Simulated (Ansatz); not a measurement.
**Calculated ⁶⁵Cu NMR of the central transition for Cu₂O**

Cell: a COD entry whose atoms were relaxed with PBE, the cell held.

```cif
data_Cu2O
_symmetry_space_group_name_H-M 'Pn-3m:1'
_symmetry_Int_Tables_number 224
_cell_length_a 4.2685
_cell_length_b 4.2685
_cell_length_c 4.2685
_cell_angle_alpha 90.000
_cell_angle_beta 90.000
_cell_angle_gamma 90.000
loop_
_atom_site_label
_atom_site_type_symbol
_atom_site_symmetry_multiplicity
_atom_site_Wyckoff_symbol
_atom_site_fract_x
_atom_site_fract_y
_atom_site_fract_z
Cu Cu 4 b 0.2500 0.2500 0.2500
O O 2 a 0.0000 0.0000 0.0000
```

One atom of each set is listed.

Computed with Ansatz: DFT, r2SCAN, plane waves and PAW, scalar-relativistic, 500 eV cutoff, Γ-centred 7×7×7 k-points, Fermi–Dirac smearing 0.02 eV.

⁶⁵Cu has I = 3/2 and Q = -204.0 mb (Pyykkö 2018); at 9.4 T its Larmor frequency is ν₀ = 113.8 MHz. Only the quadrupole interaction is simulated: positions count from each site's isotropic chemical shift, and shift anisotropy, dipolar and J coupling are left out.

Task: What does the ⁶⁵Cu spectrum (static powder) show for each site?

Result: 

```json
{"site": "Cu", "first shell": "2 O at 1.85 Å, angle 180°", "C_Q (MHz)": "38.1", "η": "0.00", "P_Q (MHz)": "38.1", "δ_QIS (ppm)": "-2802", "breadth (kHz)": "1660"}
```

δ_QIS = −(ν_Q²/30ν₀²)[I(I+1) − 3/4](1 + η²/3) × 10⁶ ppm with ν_Q = 3|C_Q|/[2I(2I−1)]; it falls as 1/B₀² in ppm, and the breadth as 1/B₀ in kHz.

An axis of threefold or higher order runs through Cu, so V_zz lies along it and η is zero.

With ν_Q/ν₀ up to 0.17, terms beyond second order are no longer negligible.

Semilocal functionals underestimate gradients at Cu(I) with two or three neighbours, in Cu₂O by a fifth to nearly a half.

The run took 8.5 s of wall time (8.4 s of CPU time) and 0.55 GiB at its peak, on 1 thread of Intel Xeon 6975P-C (Granite Rapids) (x86_64; 16 cores open to the job, memory cap 3.0 GiB, no GPU), a shared host with a load of 0.4 a core.
